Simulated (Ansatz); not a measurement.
# CdS (zincblende type): the cost of one run

Program: Ansatz 0.2.0. Level of theory: DFT PBEsol, with the methods named in each step. These are calculated values, not measurements.

## 1. The structure to begin with

The structure is cubic, space group F-43m (No. 216). Conventional cell: a = 5.824 Å, b = 5.824 Å, c = 5.824 Å, α = 90.00°, β = 90.00°, γ = 90.00°. Cd (site symmetry -43m) has 4 S at 2.52 Å as nearest neighbours. S (site symmetry -43m) has 4 Cd at 2.52 Å as nearest neighbours.

Structure file:

```
CELL_PARAMETERS angstrom
0.00000 2.91220 2.91220
2.91220 0.00000 2.91220
2.91220 2.91220 0.00000
ATOMIC_POSITIONS crystal
Cd 0.00000 0.00000 0.00000
S 0.25000 0.25000 0.25000
```

Whether this phase is the stable one at these pressures isn't tested.

Atoms are numbered in the order of the input: Cd1, S2.

## 2. The reference volume, LAPW

The input, input.yaml:

```yaml
crystal:
  lattice:
    - [0.0, 2.9122013413, 2.9122013413]
    - [2.9122013413, 0.0, 2.9122013413]
    - [2.9122013413, 2.9122013413, 0.0]
  atoms:
    - { symbol: Cd, position: [0.0, 0.0, 0.0] }
    - { symbol: S, position: [0.25, 0.25, 0.25] }
kpoints:
  mp_grid: { grid: [11, 11, 11] }
  band_path:
    path:
      - [0.0, 0.0, 0.0]
      - [-0.5, -0.5, 0.0]
      - [-0.375, -0.375, 0.25]
      - [-0.375, 0.0, 0.375]
      - [0.0, 0.0, 0.0]
      - [0.0, 0.0, 0.5]
      - [-0.5, -0.25, 0.25]
      - [-0.5, -0.5, 0.0]
    npoints: 14
scf:
  occupations: { method: fermi_dirac, width: 0.1 }
hamiltonian:
  xc: pbesol
  pseudopotentials: { kind: all_electron, lapw: { basis_error: 0.001 } }
output:
  forces: true
  stress: true
  eigenvalues: true
  populations: true
  dos: { projected: true, de: 0.2, e_range: [-14, 8] }
```

Command:

```sh
$ ansatz run input.yaml --threads 1 --pin off --max-ram 2048MiB --backend cpu --events-out ev --progress --plain --runs-dir out
```

Q: Estimate wall time and peak memory on 1 thread of Arm Neoverse V1, shared host.

About 33 s, with a peak of 0.29 GiB.
